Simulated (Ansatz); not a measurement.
Ti2C:

```
Ti C
1.0
     1.54070    0.88952    4.81377
    -1.54070    0.88952    4.81377
     0.00000   -1.77905    4.81377
Ti C
2 1
Direct
  0.75450 0.75450 0.75450
  0.24550 0.24550 0.24550
  0.50000 0.50000 0.50000
```

The cell comes from a database or a generator and needn't be the stable form of this composition.

```yaml
Program: Ansatz 0.2.0
Task: single point
Functional: PBEsol
Potentials_or_basis: all-electron LAPW, scalar-relativistic
Cutoff: 323 eV (chosen from the basis error)
Basis_error_allowed: 0.001 eV/atom
k_mesh: 10 × 10 × 10
Occupations: fermi-dirac, width 0.05 eV
Spin: no spin polarisation
```

On this cell: pressure -4.7 GPa; largest force 0.187 eV/Å; band gap on the k mesh none (metal or under the smearing width).

The same run follows on a disturbed copy (atoms moved at random, drawn with an rms of 0.05 Å):

```xyz
3
Lattice="1.5407 0.8895 4.8138 -1.5407 0.8895 4.8138 0.0000 -1.7790 4.8138" Properties=species:S:1:pos:R:3 pbc="T T T"
Ti    0.0064   -0.0341   10.9014
Ti    0.0183    0.0481    3.5532
C     0.0068    0.0168    7.2505
```

Problem. What does the disturbed cell give?

Solution. The energy (extrapolated to zero smearing) moves by +8.5 meV/atom; pressure -4.5 GPa; largest force 0.649 eV/Å; band gap on the k mesh none (metal or under the smearing width).

Forces in eV/Å, atoms in the order of the input:
```
Ti   0.027  0.572  0.306
Ti  -0.113 -0.438 -0.049
C    0.086 -0.134 -0.257
```

Stress tensor (GPa, compression positive):
```
-6.11 -0.18 -0.53
-0.18 -3.46 -3.60
-0.53 -3.60 -3.96
```
